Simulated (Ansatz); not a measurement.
# CdS (Greenockite): the cost of one run

Computed with Ansatz 0.2.0 through its Python package. Level of theory: DFT PBEsol, plane waves, PAW.

## 1. The structure

Symmetry: P6_3mc, No. 186, hexagonal system. The conventional cell has a = 4.150 Å, b = 4.150 Å, c = 6.737 Å, α = 90.00°, β = 90.00°, γ = 120.00°. Around Cd (site symmetry 3m) lie 4 S at 2.53 to 2.54 Å. S (site symmetry 3m) is surrounded by 4 Cd at 2.53 to 2.54 Å.

No structure file is read: the coordinates are typed or built in the script.

## 2. The code

The input, pdos_cds.py:

```python
import logging
import sys
import warnings

import ansatz as az
from ase import Atoms
import matplotlib.pyplot as plt
import numpy as np

logging.basicConfig(stream=sys.stdout, format="[%(levelname)s] %(message)s")
log = logging.getLogger("calc")
log.setLevel(logging.INFO)

warnings.simplefilter("ignore", az.DeckWarning)

atoms = Atoms(
    ["Cd", "Cd", "S", "S"],
    scaled_positions=[
        (1 / 3, 2 / 3, 0.0),
        (2 / 3, 1 / 3, 0.5),
        (1 / 3, 2 / 3, 0.375),
        (2 / 3, 1 / 3, 0.875),
    ],
    cell=[
        (4.15, 0.0, 0.0),
        (-2.075, 3.594005, 0.0),
        (0.0, 0.0, 6.737),
    ],
    pbc=True,
)
xtal = az.Crystal.from_ase(atoms)

setup = (
    xtal.calculation()
    .functional(az.Functional.PBESOL)
    .kpoints(6, 6, 4)
    .occupations(az.OccupationsMethod.FIXED)
    .scf(extra_bands=14)
    .density_of_states(projected=True, method="smearing", broadening_width=0.15, energy_step=0.1)
)
history = []
outcome = setup.session().plan().execute(on_event=lambda event: history.append(event["data"]["dr2_ev"]) if event["event"] == "scf_iter" else None)
summary = outcome.report
print("density residual by iteration (eV):", " ".join(f"{value:.1e}" for value in history[:40]))

dos = outcome.density_of_states()
energy = np.asarray(dos.energies_ev) - dos.fermi_ev
curves = {}
for site in outcome.projected_density_of_states().sites:
    for shell in site.shells:
        weight = sum(np.sum(curve.g_bin_mean_per_ev, axis=0) for curve in shell.curves)
        name = f"{site.species} {shell.label}"
        curves[name] = curves.get(name, 0) + weight

window = (energy > -8) & (energy < 4)
fig, ax = plt.subplots(figsize=(5.5, 3.5))
for name, g in curves.items():
    if g[window].max() > 0.05:
        ax.plot(energy[window], g[window], label=name, lw=1)
        log.info(f"{name:8s} peak {g[window].max():7.3f} states/eV at {energy[window][g[window].argmax()]:6.2f} eV")
ax.set(xlabel="E - E_F (eV)", ylabel="states/eV")
ax.legend(fontsize=7)
fig.tight_layout()
fig.savefig("pdos.png", dpi=100)
```

## 3. The input behind the calls

The package turns the script's settings into the engine's input:

```yaml
crystal:
  lattice:
    - [4.15, 0.0, 0.0]
    - [-2.075, 3.594005, 0.0]
    - [0.0, 0.0, 6.737]
  atoms:
    - { symbol: Cd, position: [0.3333333333333333, 0.6666666666666666, 0.0] }
    - { symbol: Cd, position: [0.6666666666666665, 0.3333333333333333, 0.5] }
    - { symbol: S, position: [0.3333333333333333, 0.6666666666666666, 0.37499999999999994] }
    - { symbol: S, position: [0.6666666666666665, 0.3333333333333333, 0.875] }
kpoints:
  mp_grid:
    grid: [6, 6, 4]
hamiltonian:
  xc: pbesol
scf:
  n_extra_bands: 14
  occupations:
    method: fixed
output:
  dos:
    de: 0.1
    method:
      smearing:
        sigma: 0.15
    projected: true
```

## 4. Running it

Launch:

```sh
$ python pdos_cds.py
```

**Question.** How long does this script take on 1 thread of Arm Neoverse V1, shared host, and how much memory does it need?

About 9 s, with a peak of 0.43 GiB.
